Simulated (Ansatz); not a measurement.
Space group R-3m:H (No. 166). a = 7.483 Å, b = 7.483 Å, c = 10.108 Å, α = 90.00°, β = 90.00°, γ = 120.00°
| atom | site | symmetry | x | y | z |
| --- | --- | --- | --- | --- | --- |
| In | 6c | 3m | 0.3333 | 0.6667 | 0.9369 |
| P | 18h | .m | 0.5179 | 0.4821 | 0.2804 |

Equation of state of this InP3 structure (not necessarily the ground state), with shape and atoms relaxed at each volume where symmetry leaves them free. It has no gap at any of these volumes. These are results of Ansatz 0.2.0, DFT r2SCAN, scalar-relativistic, plane waves, PAW, not measurements.

Cutoff 500 eV; k points 6×6×6 on the computed 8-atom cell (Γ-centred); Gaussian smearing, width 0.10 eV; no spin polarisation.

```csv
V (Å³/atom),E − E(largest V) (meV/atom),P (GPa)
17.972,35.73,9.57
18.585,5.29,6.48
19.198,-14.36,3.90
19.811,-25.00,1.75
20.423,-28.26,0.00
21.036,-25.38,-1.48
21.649,-17.29,-2.72
22.466,0.00,-4.02
```

Q: Fit a third-order Birch–Murnaghan equation to E(V).

A: V0 = 20.42 Å³/atom, B0 = 54 GPa, B0' = 5.1.